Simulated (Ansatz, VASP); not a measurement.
**One calculation of Cd, two programs**

```xyz
1
Lattice="-1.7723 1.7723 1.7723 1.7723 -1.7723 1.7723 1.7723 1.7723 -1.7723" Properties=species:S:1:pos:R:3 pbc="T T T"
Cd    0.0000    0.0000    0.0000
```

Change from the starting cell: volume scaled by 0.98.

Alike in both runs: task single point; functional PBE; k mesh 10 × 10 × 10; occupations fermi-dirac, width 0.05 eV; no spin polarisation.

```csv
,VASP,Ansatz
version,VASP 6.6.1,Ansatz 0.2.0
potentials or method,"VASP PAW PBE potentials, release 64 (Cd)",Ansatz PAW
plane-wave cutoff (eV),520,420
valence electrons in the cell,12,20
```

|  | VASP | Ansatz | Ansatz less VASP |
| --- | --- | --- | --- |
| gap on the k mesh at the Fermi level (eV) | none | none | - |
| pressure (GPa) | 2.3 | 2.0 | -0.27 |

A gap of «none» marks a metal or a gap that the smearing closes. With one functional, cell and mesh, what is left measures potentials, basis and numerics. The two sets of potentials don't hold the same shells in valence.
